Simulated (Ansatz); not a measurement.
## Al: strain energy, fitted

Al, P6_3/mmc, a = 2.790 Å, c = 4.648 Å. This isn't the element's structure at ambient conditions. Ansatz: PBEsol+D3(BJ), PAW, 420 eV, Γ-centred 24×24×12 mesh on 2 atoms, Gaussian smearing 0.10 eV; no spin polarisation. Series: biaxial strain in the a-b plane, c and atoms relaxed; x is the strain in per cent. y is the free energy over the unstrained cell, V0 = 15.669 Å³/atom.

| x (%) | y (meV/atom) |
| --- | --- |
| -3.0 | 21.26 |
| -2.0 | 10.45 |
| -1.0 | ? |
| 0.0 | 0.00 |
| 1.0 | 0.97 |
| 2.0 | 5.28 |
| 3.0 | 11.66 |

Problem. Fit y = c2 x² + c3 x³ to the other rows, turn c2 into a modulus, and predict the missing energy.

Solution. Least squares on the rows shown. y = 1.8480 x² − 0.18994 x³. In eV per unit strain² c2 is 18.48; M is the biaxial modulus (E = M V0 ε²): 18.48 × 160.2 / (15.669) = 189 GPa. With a term in x⁴ added, the coefficient of x² becomes 2.000, 8 % more, which shows how far this figure hangs on the form. At x = -1.0 the fit asked for gives 2.04 meV/atom. The run gave 2.99 meV/atom, so the fit is 0.95 meV/atom too low, within twice the rms miss on the fitted rows (0.83 meV/atom).

Cost: 7 runs of about 0.86 core-minutes in all, on AMD EPYC 9R45 (Zen 5) (shared hosts).